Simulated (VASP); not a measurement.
# LiF: convergence, band structure

LiF, Fm-3m (no. 225), 2 atoms in the cell. PBE; PAW potentials F, Li_sv (PBE set). VASP 6.6.1.

Wanted: band energies at the path's corners within 0.02 eV; smallest gap over path and mesh within 0.01 eV.

What the run is for: bands; Accuracy asked: standard; Route: fixed density (ICHARG 11).

Band energies at the path's corners: counted from the valence top.

POSCAR:
```
LiF
1.0
    0.0000000000      2.0140000000      2.0140000000
    2.0140000000      0.0000000000      2.0140000000
    2.0140000000      2.0140000000      0.0000000000
F Li
1 1
Direct
    0.5000000000      0.5000000000      0.5000000000
    0.0000000000      0.0000000000      0.0000000000
```

The series start from Plane-wave cutoff (eV): 580; k-point mesh: 8 × 8 × 8; k points a path segment: 12; Electronic threshold (eV): 1e-6; Precision mode (PREC): Accurate; Bands in all (NBANDS): 17; Aspherical gradient terms in the spheres (LASPH): yes. Each series keeps the choices made before it, and each single choice may use up half of a tolerance. Times cover all steps of a run.

## Plane-wave cutoff (eV)

| Plane-wave cutoff (eV) | Band energies at the path's corners, largest deviation (eV) | Smallest gap over path and mesh (eV) | Time (s) |
|---|---|---|---|
| 400 | 0.280 | 9.319 | 9.7 |
| 500 | 0.025 | 9.095 | 14 |
| 580 | 0.014 | 9.088 | 17 |
| 650 | 0.011 | 9.085 | 15 |
| 800 (reference) | 0.000 | 9.074 | 23 |

## k-point mesh

| k-point mesh | Band energies at the path's corners, largest deviation (eV) | Smallest gap over path and mesh (eV) | Time (s) |
|---|---|---|---|
| 3 × 3 × 3 | 0.025 | 9.059 | 16 |
| 4 × 4 × 4 | 0.003 | 9.072 | 16 |
| 5 × 5 × 5 | 0.000 | 9.073 | 16 |
| 6 × 6 × 6 | 0.000 | 9.074 | 17 |
| 8 × 8 × 8 | 0.000 | 9.074 | 23 |
| 10 × 10 × 10 | 0.000 | 9.074 | 23 |
| 12 × 12 × 12 (reference) | 0.000 | 9.074 | 36 |

## Electronic threshold (eV)

| Electronic threshold (eV) | Band energies at the path's corners, largest deviation (eV) | Smallest gap over path and mesh (eV) | Time (s) |
|---|---|---|---|
| 0.001 | 0.003 | 9.057 | 9.9 |
| 0.0001 | 0.003 | 9.057 | 9.7 |
| 1e-5 | 0.000 | 9.072 | 11 |
| 1e-6 | 0.000 | 9.073 | 11 |
| 1e-7 (reference) | 0.000 | 9.073 | 12 |

## Precision mode (PREC)

| Precision mode (PREC) | Band energies at the path's corners, largest deviation (eV) | Smallest gap over path and mesh (eV) | Time (s) |
|---|---|---|---|
| SingleN | 0.012 | 9.068 | 5.3 |
| Normal | 0.000 | 9.072 | 5.6 |
| Accurate (reference) | 0.000 | 9.072 | 11 |

## Bands in all (NBANDS)

| Bands in all (NBANDS) | Band energies at the path's corners, largest deviation (eV) | Smallest gap over path and mesh (eV) | Time (s) |
|---|---|---|---|
| 7 | 0.033 | 9.072 | 3.4 |
| 8 | 0.001 | 9.072 | 3.7 |
| 9 | 0.001 | 9.072 | 3.8 |
| 11 | 0.000 | 9.072 | 4.3 |
| 17 | 0.000 | 9.072 | 5.6 |
| 27 (reference) | 0.000 | 9.072 | 7.8 |

## Aspherical gradient terms in the spheres (LASPH)

| Aspherical gradient terms in the spheres (LASPH) | Band energies at the path's corners, largest deviation (eV) | Smallest gap over path and mesh (eV) | Time (s) |
|---|---|---|---|
| yes | 0.000 | 9.072 | 3.7 |
| no | 0.000 | 9.072 | 3.3 |

## Question

The rows run from the loosest to the tightest (no order: aspherical gradient terms in the spheres). For each series: choose the loosest value from which every tighter one stays within half of the tolerance; where there is no order, keep the first row unless others stay within half of the tolerance and take at least 30 % less time, and then take the fastest.

## Answer

- Plane-wave cutoff (eV): 800, the tightest run, since the next looser one is off by more than half of the tolerance (convergence isn't shown beyond it)
- k-point mesh: 4 × 4 × 4
- Electronic threshold (eV): 1e-5
- Precision mode (PREC): Normal
- Bands in all (NBANDS): 8
- Aspherical gradient terms in the spheres (LASPH): yes

Also changed on the way, by series that aren't shown: k points a path segment: 5.

## All choices together

| Input | Band energies at the path's corners, largest deviation (eV) | Smallest gap over path and mesh (eV) | Time (s) |
|---|---|---|---|
| the program's defaults (naive) | 0.024 | 9.081 | 5.9 |
| chosen settings | 0.001 | 9.072 | 3.7 |
| reference settings throughout | 0.000 | 9.073 | 94 |

The chosen settings stay within the tolerance of the reference run, but the reference itself isn't shown to be converged in: Plane-wave cutoff (eV).

## The input

INCAR.step1:
```
SYSTEM = LiF
GGA = PE ; ISMEAR = 0
SIGMA = 0.03 ; LWAVE = .False.
LCHARG = .True. ; NBANDS = 8
PREC = Normal ; LASPH = .True.
LREAL = .False. ; ALGO = Normal
EDIFF = 1E-5 ; NELM = 120
GGA_COMPAT = .False. ; ENCUT = 800
EFERMI = MIDGAP
```

INCAR.step2, as INCAR.step1 but for:
```
- LCHARG = .True.
+ LCHARG = .False.
+ ICHARG = 11
```

KPOINTS.step1:
```
Automatic mesh
0
Gamma
  4 4 4
  0 0 0
```

KPOINTS.step2:
```
path GXWKGLUWLK,UX
5
line-mode
reciprocal
 0.0000000000  0.0000000000  0.0000000000  G
 0.5000000000  0.0000000000  0.5000000000  X

 0.5000000000  0.0000000000  0.5000000000  X
 0.5000000000  0.2500000000  0.7500000000  W

 0.5000000000  0.2500000000  0.7500000000  W
 0.3750000000  0.3750000000  0.7500000000  K

 0.3750000000  0.3750000000  0.7500000000  K
 0.0000000000  0.0000000000  0.0000000000  G

 0.0000000000  0.0000000000  0.0000000000  G
 0.5000000000  0.5000000000  0.5000000000  L

 0.5000000000  0.5000000000  0.5000000000  L
 0.6250000000  0.2500000000  0.6250000000  U

 0.6250000000  0.2500000000  0.6250000000  U
 0.5000000000  0.2500000000  0.7500000000  W

 0.5000000000  0.2500000000  0.7500000000  W
 0.5000000000  0.5000000000  0.5000000000  L

 0.5000000000  0.5000000000  0.5000000000  L
 0.3750000000  0.3750000000  0.7500000000  K

 0.6250000000  0.2500000000  0.6250000000  U
 0.5000000000  0.0000000000  0.5000000000  X
```

Commands (each step's output is kept before the next begins):
```
cat potpaw_PBE.64/F/POTCAR potpaw_PBE.64/Li_sv/POTCAR > POTCAR
cp INCAR.step1 INCAR
cp KPOINTS.step1 KPOINTS
mpirun -np 1 vasp_std > vasp.out
cp INCAR.step2 INCAR
cp KPOINTS.step2 KPOINTS
mpirun -np 1 vasp_std > vasp.out
```

Limits: PBE gaps are mostly well below measured ones.

The chosen input took VASP 6.6.1 3.7 s on 1 core (AMD EPYC 9R45 (Zen 5)), a shared host.

## An input that fails: one k point for a small cell

It runs to its end, but against the unchanged starting input it is off by 2.637 eV in the band energies at the path's corners, 1.756 eV in the smallest gap over path and mesh.

k mesh: 8 × 8 × 8 becomes 1 × 1 × 1.

Changes against the starting input:
```
(all steps)
- NELM = 120
+ NELM = 93
```
